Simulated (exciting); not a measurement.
Crystal: HfO2.

```
Hf O
1.0
     0.00000    2.55750    2.55750
     2.55750    0.00000    2.55750
     2.55750    2.55750    0.00000
Hf O
1 2
Cartesian
  0.0000 0.0000 0.0000
  3.8363 3.8363 3.8363
  1.2788 1.2788 1.2788
```

Measurements of this composition are mostly on another form, of space group No. 14.

Base run:

* Program: exciting (release sodium)
* Functional: PBE
* Potentials or basis: all-electron LAPW+lo, shipped species files, valence relativity iora*
* rgkmax: 7.5
* k mesh: 9 × 9 × 9
* Occupations: fermi-dirac, width 0.05 eV
* Spin: no spin polarisation

Its results: band gap on the k mesh 3.83 eV, indirect (least direct gap 3.94 eV).

Question: The run is repeated on the same cell with these changes: functional from PBE to LDA. What comes out?

Answer: Band gap on the k mesh 3.61 eV, indirect (least direct gap 3.73 eV).

Caveats: spin-orbit coupling is left out, which moves the levels of the heavy elements; the mesh misses the band edges, which the band path finds closer together; the tetrahedron DOS on this energy grid can lose part of the weight of narrow d or f bands (some runs).

Not every run made on this cell is shown here.
